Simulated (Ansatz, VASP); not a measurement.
# Two plane-wave programs on Ru

```
CELL_PARAMETERS angstrom
2.70580 0.00000 0.00000
-1.35290 2.34329 0.00000
0.00000 0.00000 4.28190
ATOMIC_POSITIONS crystal
Ru 0.33333 0.66667 0.25000
Ru 0.66667 0.33333 0.75000
```

Alike in both runs: task single point; functional PBE; k mesh 12 × 12 × 7; no spin polarisation.

|  | VASP | Ansatz |
| --- | --- | --- |
| version | VASP 6.6.1 | Ansatz 0.2.0 |
| potentials or method | VASP PAW PBE potentials, release 64 (Ru_pv) | plane waves, PAW |
| plane-wave cutoff (eV) | 520 | 500 |
| occupations | methfessel-paxton of order 1, width 0.05 eV | cold, width 0.05 eV |
| valence electrons in the cell | 28 | 32 |

```tsv
	VASP	Ansatz	Ansatz less VASP
pressure (GPa)	4.3	4.3	+0.06
largest component of the traceless stress (GPa)	0.31	0.37	+0.066
```

The two sets of potentials don't hold the same shells in valence.
